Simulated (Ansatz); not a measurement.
`C=NC=O` + `CC` → `CCC=O` + `C=N` at 600 K and 1 bar (formal exchange of groups at a C–N bond).

Isolated molecules relaxed with PBE0-D4/def2-TZVP in Ansatz; ΔE leaves out vibrations. CCSD(T)/CBS is the MP2 limit (def2-TZVPP, def2-QZVPP) plus CCSD(T) − MP2 in def2-TZVPP, frozen cores. This one scheme is used for every species. Each species was taken in one conformer, which may not be the lowest.

| species | CCSD(T)/CBS energy (Eh) | H − E (kJ/mol) | S (J/(mol·K)) |
| --- | --- | --- | --- |
| `C=NC=O` | -207.73730 | 168.4 | 333.3 |
| `CC` | -79.71954 | 228.8 | 274.9 |
| `CCC=O` | -192.92825 | 268.1 | 365.3 |
| `C=N` | -94.52360 | 129.6 | 259.4 |

H − E and S are ideal-gas, rigid-rotor, harmonic terms from PBE0-D4/def2-TZVP, for one conformer and one mirror image of each species. 1 Eh = 2625.50 kJ/mol, R = 8.31446 J/(mol·K).

Q: By hand: ΔE, ΔH, ΔS and ΔG.

A: ΔE = (-192.92825) + (-94.52360) − (-207.73730) − (-79.71954) = 0.00499 Eh = 13.1 kJ/mol. Δ(H − E) = 268.1 + 129.6 − 168.4 − 228.8 = 0.5, so ΔH = 13.6 kJ/mol. ΔS = 365.3 + 259.4 − 333.3 − 274.9 = 16.5 J/(mol·K). ΔG = 13.6 − 600 × (16.5)/1000 = 3.7 kJ/mol.

Q: By hand: the equilibrium constant, and the temperature at which ΔG would vanish if ΔH and ΔS stayed fixed.

A: log₁₀ K = −ΔG/(RT ln 10) = -0.3. ΔG = 0 at ΔH/ΔS = 824 K, though so small a ΔS makes that figure unsure.

TΔS isn't small against ΔH here. The sign of ΔG lies within the doubt. A doubt of 5 kJ/mol in ΔE shifts log₁₀ K by 0.4 here. Other conformers and mirror images would add mixing entropy, several J/(mol·K) or more a flexible species. These are equilibria of isolated gas molecules and say nothing of rates. Largest T1 diagnostic: 0.016 (customary marks: 0.02 for closed shells, 0.045 for open ones).
